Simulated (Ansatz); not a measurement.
**Re: what a guessed cell relaxes into**

Aim: relax a trial structure of Re and see where it ends.

Method: DFT PBE, scalar-relativistic, plane waves, PAW, in Ansatz 0.2.0.

## 1. The structure to begin with

The structure is hexagonal, space group P6/mmm (No. 191). The conventional cell has a = 2.762 Å, b = 2.762 Å, c = 3.043 Å, α = 90.00°, β = 90.00°, γ = 120.00°. Re (site symmetry -6m2) has 3 Re at 1.59 Å in its first shell of neighbours.

Coordinates:

```cif
data_structure
_symmetry_space_group_name_H-M 'P6/mmm'
_symmetry_Int_Tables_number 191
_cell_length_a 2.7619
_cell_length_b 2.7619
_cell_length_c 3.0429
_cell_angle_alpha 90.000
_cell_angle_beta 90.000
_cell_angle_gamma 120.000
_cell_volume 20.10
loop_
_atom_site_label
_atom_site_type_symbol
_atom_site_symmetry_multiplicity
_atom_site_Wyckoff_symbol
_atom_site_fract_x
_atom_site_fract_y
_atom_site_fract_z
_atom_site_occupancy
Re1 Re 2 c 0.33333 0.66667 0.00000 1
```

The cell is invented: random cell by space group and Wyckoff sites (P6/mmm, No. 191). Its size is a rough estimate.

## 2. Probe: one point on a coarse mesh

File input.yaml:

```yaml
crystal:
  lattice:
    - [2.76189934, 0.0, 0.0]
    - [-1.38094967, 2.39187499, 0.0]
    - [0.0, 0.0, 3.04285892]
  atoms:
    - { symbol: Re, position: [0.33333333, 0.66666667, 0.0] }
    - { symbol: Re, position: [0.66666667, 0.33333333, 0.0] }
basis:
  ecutwfc: 420
kpoints:
  mp_grid: { grid: [6, 6, 6] }
hamiltonian:
  xc: pbe
scf:
  occupations: { method: gaussian, width: 0.1 }
  lower_state_search: "off"
output:
  forces: true
  stress: true
  eigenvalues: true
```

On the command line:

```
$ ansatz run input.yaml --threads 1 --pin off --max-ram 2560MiB --backend cpu --events-out ev --progress --plain --runs-dir out
```

Further runs follow: coarse relaxation; spin check on a coarse mesh; relaxation on the finer mesh.

**Question.** What will these runs give? Wanted: conventional cell; volume; energy over the standard state; gap on the mesh.

As calculated:

```
                              quantity                                                                       value
symmetry at the end (tolerance 0.05 Å)                                                space group P6/mmm (No. 191)
                     conventional cell  a = 4.410 Å, b = 4.410 Å, c = 2.454 Å, α = 90.00°, β = 90.00°, γ = 120.00°
                                volume                                                               20.67 Å³/atom
        energy over the standard state                                                               +1.40 eV/atom
                       gap on the mesh                                                                none (metal)
```

In words: The space group P6/mmm (No. 191) is kept, and the volume per atom grows by 105.6 % from the first guess. It lies above the element's standard state, so it is metastable at best. No finished test with a distortion of lower symmetry is shown, so the end may be a saddle point. Spin-orbit coupling is left out for Re. Other magnetic orders were not searched.
